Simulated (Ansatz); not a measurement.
Relaxed ZrO$_{2}$ (tetragonal-ZrO2 type, space group P4_2/nmc):

```
ZrO2
1.0
    3.62104     0.00000     0.00000
    0.00000     3.62104     0.00000
    0.00000     0.00000     5.28293
Zr O
2 4
Direct
  0.00000   0.00000   0.00000
  0.50000   0.50000   0.50000
  0.00000   0.50000   0.19276
  0.00000   0.50000   0.69276
  0.50000   0.00000   0.30724
  0.50000   0.00000   0.80724
```

In each cell atom 1 (Zr, nearest neighbour O at 2.077 Å; its periodic images, 3.6 Å or more away, move with it) moves by s·(0.000, 0.000, 1.000) (along Cartesian z), the rest being held.

All values below come from PBE (plane waves to 420 eV, PAW, scalar-relativistic; Ansatz, a first-principles code). k mesh 7×7×5 (Γ-centred), Fermi-Dirac smearing 0.05 eV. The energy includes the smearing's −TS. This is a high-temperature form of ZrO2. ZrO2 is run without spin polarisation. ZrO2 was relaxed with its symmetry unable to fall. The zero of ΔE is the undisplaced structure.

| s (Å) | ΔE (meV/cell) |
|---|---|
| -0.210 | 484 |
| -0.168 | withheld |
| -0.126 | 176 |
| -0.084 | 79 |
| -0.042 | 20 |
| 0.000 | 0 |
| 0.042 | 20 |
| 0.084 | 79 |
| 0.126 | 176 |
| 0.168 | withheld |
| 0.210 | 484 |

Fit an even polynomial form (powers 2, 4) to the given rows and predict ΔE at s = -0.168.

Least squares on the 9 given rows: ΔE = (11180)·s² + (-4548)·s⁴, in meV/cell with s in Å; root-mean-square residual 0.3 meV/cell. At -0.168 the fit gives 312 meV/cell; the calculation gives 312 meV/cell, the same to the digits shown. The quadratic term alone would give 316 meV/cell.

(For displaced atoms, the force is minus the slope of the energy, and its curvature is a force constant, which sets phonon frequencies.)
